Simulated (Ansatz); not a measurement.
Crystal: YN.

```
CELL_PARAMETERS angstrom
0.00000 2.43850 2.43850
2.43850 0.00000 2.43850
2.43850 2.43850 0.00000
ATOMIC_POSITIONS crystal
Y 0.00000 0.00000 0.00000
N 0.50000 0.50000 0.50000
```

Base run:

* Program: Ansatz 0.2.0
* Functional: PBE0
* Potentials or basis: all-electron PAW datasets made for the crystal
* Cutoff: 310 eV
* Density cutoff: 1240 eV
* k mesh: 6 × 6 × 6
* Occupations: fermi-dirac, width 0.05 eV
* Spin: no spin polarisation

Its results: band gap on the k mesh 1.73 eV, indirect (least direct gap 2.20 eV).

The run is repeated on the same cell with these changes: functional from PBE0 to PBE; cutoff from 310 eV to 280 eV; density cutoff from 1240 eV to 1120 eV. What comes out?

Band gap on the k mesh 0.17 eV, indirect (least direct gap 0.55 eV).

PBE0 gives the wider gap, since exact exchange removes part of the self-interaction.

A k mesh can miss the band edges.

Not every run made on this cell is shown here.
